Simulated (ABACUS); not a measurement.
## SrCl2 under changes of volume

One of the cells (28.299 Å³/atom); the others are scaled copies at fixed shape and fractional positions:

```
Sr Cl
1.0
     0.00000    3.48835    3.48835
     3.48835    0.00000    3.48835
     3.48835    3.48835    0.00000
Sr Cl
1 2
Direct
  0.00000 0.00000 0.00000
  0.75000 0.75000 0.75000
  0.25000 0.25000 0.25000
```

| Quantity | Value |
| --- | --- |
| Program | ABACUS 3.10.1 |
| Functional | PBEsol |
| Potentials or basis | PseudoDojo NC SR 0.4.1 PBEsol standard |
| Cutoff | 925 eV |
| Density cutoff | 3701 eV |
| Basis | plane waves |
| k mesh | 7 × 7 × 7 |
| Occupations | fermi-dirac, width 0.05 eV |
| Spin | no spin polarisation |

```csv
volume (Å³/atom),energy over the lowest point (meV/atom),pressure (GPa),gap on the mesh (eV)
26.601,?,?,?
27.167,0.04,0.4,5.33
27.733,0.00,-0.4,5.25
28.299,2.58,-1.1,5.18
28.865,7.51,-1.7,5.10
29.431,14.53,-2.3,5.03
29.997,23.41,-2.8,4.96
```

Question: What does the run at 26.601 Å³/atom give?

Answer: Energy over the lowest point 3.03 meV/atom; pressure 1.3 GPa; gap on the mesh 5.41 eV.

Worked out: A Birch-Murnaghan fit of order 3 (a polynomial in V^(-2/3)) to the other rows has its minimum at 27.46 Å³/atom with B0 = V·E''(V) = 38 GPa and B' = 4.6. It gives 3.03 meV/atom at 26.601 Å³/atom, against the run's 3.03, and -dE/dV = 1.3 GPa, against 1.3. A straight line through the other rows of the gap, of slope -3.73 eV per unit of ln V, extrapolates to 5.41 eV, against the run's 5.41.

Energies are extrapolated to zero smearing.

Caveats: an odd mesh through Γ misses points on the zone boundary, where band edges often lie. Spin-orbit coupling on Sr is left out.
